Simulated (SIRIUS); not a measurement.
Al: changing the dispersion correction

The cell as given:

Symmetry: Fm-3m, No. 225, cubic system. The conventional cell has a = 4.050 Å, b = 4.050 Å, c = 4.050 Å, α = 90.00°, β = 90.00°, γ = 90.00°. Around Al (site symmetry m-3m) lie 12 Al at 2.86 Å.

Kept alike: task relaxation of cell and atoms; functional BLYP; k mesh 11 × 11 × 11; occupations fermi-dirac, width 0.05 eV; no spin polarisation. Program: SIRIUS, PseudoDojo 0.4.1 PBE standard (scalar relativistic), cutoff 557 eV. The mesh is that of the run's cell of 1 atom. No spin-orbit coupling.

```csv
dispersion correction,volume (Å³/atom)
D3(zero),16.727
D4,16.133
none,17.692
```

The relaxations keep at least the cell's symmetry (Fm-3m). For a metal such a mesh leaves the last digits unconverged. Relaxations stop with a little pressure left, so the last digits of a volume or edge aren't settled. Runs of this series that gave no sound value for these columns are left out. All rows use potentials made for PBE.

Problem. What does the dispersion correction change here?

Solution. The volume runs from 16.133 (D4) to 17.692 Å³/atom (none). Against no correction: D3(zero) -5.5 %; D4 -8.8 %. Dispersion terms mostly attract and so lower the volume; the schemes' coefficients and damping set how far. Measured: 16.6 Å³/atom at 298.15 K (COD entry, doi:10.1063/1.1698520); nearest D3(zero), 0.13 Å³/atom off. The runs are for a static lattice.

Without a dispersion term, BLYP gives aluminium too large a volume, 17.692 against a measured 16.6 Å³/atom. Both corrections contract the lattice, but D4 goes past the measured value while D3(zero) stays slightly above it. Aluminium is a nearly free-electron metal, held together mainly by delocalised s and p electrons rather than by van der Waals attraction between separate atoms. The uncorrected expansion therefore probably reflects the LYP correlation functional, which does not recover the uniform electron gas limit that matters for such a metal, more than missing long-range dispersion.

The added attraction appears to offset this underbinding, so the close agreement of D3(zero) suggests error cancellation and not a better account of metallic bonding. Pairwise terms built from atomic reference data also describe the collective screening by conduction electrons only crudely. The ranking thus gives no general preference for D3(zero) over D4 in metals, and a good volume alone does not establish that the cohesive energy or elastic stiffness would be equally good.
